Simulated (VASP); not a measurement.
Here is a VASP 6.6.1 calculation.

INCAR

```
SYSTEM = BN
  ALGO = Fast
  EDIFF = 1E-6
  EDIFFG = -0.005
  ENCUT = 600
  GGA = PS
  IBRION = 2
  ISIF = 3
  ISMEAR = -1
  IVDW = 12
  LASPH = .True.
  LCHARG = .False.
  LREAL = .False.
  LWAVE = .False.
  NELM = 80
  NSW = 40
  PREC = Accurate
  SIGMA = 0.05
```

Contents of KPOINTS:

```
k-points
0
Gamma
  12 12 12
  0 0 0
```

POSCAR

```
BN
1.0
    1.2511217832      0.7223354983      3.3729344033
   -1.2511217832      0.7223354983      3.3729344033
    0.0000000000     -1.4446709966      3.3729344033
N B
1 1
Direct
    0.6672382000      0.6672382000      0.6672382000
    0.0003288000      0.0003288000      0.0003288000
```

Potentials or basis: VASP PAW PBE potentials, release 64 (N, B).

Command:

```console
$ cat potpaw_PBE.64/N/POTCAR potpaw_PBE.64/B/POTCAR > POTCAR
$ mpirun -np 1 vasp_std > vasp.out
```

(1) Predict the relaxed volume.

(2) What does it give for the band gap on the k mesh?

(3) What does it give for the space group after relaxing (to 0.05 Å)?

## Answers

(1) 8.55 Å³/atom.

(2) 4.00 eV, indirect (least direct gap 4.66 eV).

(3) R3m (No. 160).

Caveat: the PAW data sets were made with another functional, which shifts forces and pressure a little.
